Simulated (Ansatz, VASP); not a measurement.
## One calculation of SiO2, two programs

File INCAR:

```
ALGO = Normal
EDIFF = 1E-7
ENCUT = 520
GGA = CA
ISIF = 2
ISMEAR = 0
LASPH = True
LCHARG = True
LELF = True
LREAL = False
LVHAR = True
LWAVE = False
NBANDS = 34
NELM = 80
PREC = Accurate
SIGMA = 0.02
```

Contents of KPOINTS:

```
k-points
0
Gamma
  6 6 4
```

File POSCAR:

```
SiO2
1.0
    5.0386983803      0.0000000000      0.0000000000
   -2.5193491901      4.3636407993      0.0000000000
    0.0000000000      0.0000000000      5.5248550125
Si O
3 6
Direct
    0.0000000000      0.5000000000      0.3333333333
    0.5000000000      0.5000000000      0.6666666667
    0.5000000000      0.0000000000      0.0000000000
    0.5843949023      0.7921974511      0.8333333333
    0.7921974511      0.5843949023      0.5000000000
    0.7921974511      0.2078025489      0.1666666667
    0.4156050977      0.2078025489      0.8333333333
    0.2078025489      0.4156050977      0.5000000000
    0.2078025489      0.7921974511      0.1666666667
```

Input for Ansatz:

```yaml
crystal:
  lattice:
    - [5.0386983803, 0.0, 0.0]
    - [-2.5193491901, 4.3636407993, 0.0]
    - [0.0, 0.0, 5.5248550125]
  atoms:
    - { symbol: Si, position: [0.0, 0.5, 0.3333333333] }
    - { symbol: Si, position: [0.5, 0.5, 0.6666666667] }
    - { symbol: Si, position: [0.5, 0.0, 0.0] }
    - { symbol: O, position: [0.5843949023, 0.7921974511, 0.8333333333] }
    - { symbol: O, position: [0.7921974511, 0.5843949023, 0.5] }
    - { symbol: O, position: [0.7921974511, 0.2078025489, 0.1666666667] }
    - { symbol: O, position: [0.4156050977, 0.2078025489, 0.8333333333] }
    - { symbol: O, position: [0.2078025489, 0.4156050977, 0.5] }
    - { symbol: O, position: [0.2078025489, 0.7921974511, 0.1666666667] }
basis:
  ecutwfc: 420
kpoints:
  mp_grid: { grid: [6, 6, 4] }
  band_path: { path: [VBM, CBM], npoints: 2 }
hamiltonian:
  xc: lda
scf:
  occupations: { method: gaussian, width: 0.02 }
output:
  forces: true
  stress: true
  eigenvalues: true
checkpoint:
  read: start.run
  write: ck
  compress: false
  write_wavefunctions: false
  write_every: 100000
```

Alike in both runs: task single point; functional LDA; k mesh 6 × 6 × 4; occupations gaussian, width 0.02 eV; no spin polarisation.

|  | VASP | Ansatz |
| --- | --- | --- |
| version | VASP 6.6.1 | Ansatz 0.2.0 |
| potentials or method | VASP PAW LDA potentials, release 64 (Si, O) | scalar-relativistic, plane waves, PAW |
| plane-wave cutoff (eV) | 520 | 420 |
| valence electrons in the cell | 48 | 48 |

VASP gave:

```
gap on the k mesh at the Fermi level (eV) : 5.49
least direct gap on the mesh (eV)         : 5.68
pressure (GPa)                            : 0.6
rms of the force components (eV/Å)        : 0.004
```

What did Ansatz give for the same quantities?

gap on the k mesh at the Fermi level (eV): 5.50; least direct gap on the mesh (eV): 5.68; pressure (GPa): 0.0; rms of the force components (eV/Å): 0.000.

Atom by atom the forces differ by 0.003 eV/Å (rms over components).

A k mesh can miss the band edges. As with any semilocal functional, this LDA gap is likely too small.
